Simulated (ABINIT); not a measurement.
The system is ZrS2.

```
Zr S
1.0
     3.69138    0.00000    0.00000
    -1.84569    3.19683    0.00000
     0.00000    0.00000    6.04108
Zr S
1 2
Direct
  0.00000 0.00000 0.00000
  0.33333 0.66667 0.23791
  0.66667 0.33333 0.76209
```

The cell is a database's computed one.

Base run:

| Quantity | Value |
| --- | --- |
| Program | ABINIT 10.8.3 (patched build) |
| Functional | rPW86PBE |
| Potentials or basis | JTH PAW PBE v2.0 |
| Cutoff | 544 eV |
| k mesh | 8 × 8 × 5 |
| Occupations | fermi-dirac, width 0.05 eV |
| Spin | no spin polarisation |

Its results: band gap on the k mesh 1.09 eV, indirect (least direct gap 1.66 eV); pressure 3.3 GPa; largest force 0.307 eV/Å.

Task: The run is repeated on the same cell with these changes: functional from rPW86PBE to PBE; k mesh from 8 × 8 × 5 to 10 × 10 × 6. What comes out?

Result: Band gap on the k mesh 1.03 eV, indirect (least direct gap 1.64 eV); pressure 0.3 GPa; largest force 0.033 eV/Å.

Several settings changed at once, so the effect can't be laid on one alone.

Caveats: the PAW data sets were made with another functional, which shifts forces and pressure a little (some runs); this functional lacks dispersion, which binds the layers, so the pressure and a relaxed spacing across them are unreliable (some runs).
